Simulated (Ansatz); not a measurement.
Clean, relaxed (110) surface of HfO2, space group Fm-3m (No. 225) (top face towards +c; atoms held fixed, by place in the list: 1, 2, 3, 4, 5, 6):

```
CELL_PARAMETERS angstrom
3.56658 0.00000 0.00000
0.00000 5.04391 0.00000
0.00000 0.00000 24.13316
ATOMIC_POSITIONS crystal
Hf 0.50000 0.50000 0.35221
O 0.00000 0.75000 0.35221
O 0.00000 0.25000 0.35221
Hf 0.00000 0.00000 0.42611
O 0.50000 0.25000 0.42611
O 0.50000 0.75000 0.42611
Hf 0.50000 0.50000 0.49749
O 0.00000 0.74955 0.50028
O 0.00000 0.25045 0.50028
Hf 0.00000 0.00000 0.58150
O 0.50000 0.24748 0.57379
O 0.50000 0.75252 0.57379
Hf 0.50000 0.50000 0.63837
O 0.00000 0.74025 0.64910
O 0.00000 0.25975 0.64910
```

These are results of DFT PBEsol, scalar-relativistic, plane waves, PAW (Ansatz), not measurements. Cutoff 420 eV; k points 8×5×1 on the computed 15-atom cell (Γ-centred); Gaussian smearing, width 0.05 eV; no spin polarisation. The cell repeats along c with a dipole correction in the vacuum.

With the adsorbate the run is spin-polarised, so any moments that the slab's own atoms take up count into E_ads.

O (atom) is adsorbed on the top face, one adsorbate per 18.0 Å², and relaxed from 2 starting sites (fractions of a and b). The adsorption energy is E(slab + adsorbate) − E(slab) − E(free adsorbate, spin-polarised where open-shell). Heights count from the highest slab atom after relaxation. Δp counts per cell along +c. Bonded neighbours lie within 1.25 times the sum of covalent radii (1.35 for H) and, on that scale, within 12 % of the closest. With the adsorbate the cell is lengthened along c to keep the vacuum.

```csv
start,ends at,E_ads (eV),height (Å),shortest contact,Δp (e·Å)
"top (O) at (0.00, 0.74)","(0.00, 0.62), 3 bonded neighbours (Hf and O)",-2.56,1.37,O–O 1.45 Å,-0.176
"hollow (O-O-Hf) at (0.17, 0.50)","(0.21, 0.50), 1 bonded neighbour (Hf)",-1.72,1.67,O–Hf 2.10 Å,-0.232
```

Among the sites tried, the lowest end comes from the top (O) at (0.00, 0.74) start; other sites may lie lower.

Each end is the local minimum or symmetric point that its start leads to. The slab is only 7.1 Å thick, so the energies aren't converged with thickness.

The ends differ in their magnetic moment (0.0, 2.0 μB a cell), so part of the order can come from the spin state that each run reached.

Semilocal functionals without U can misjudge the magnetic state of such a slab.

The reference crystal is the fluorite-type form of HfO2, which isn't its usual structure.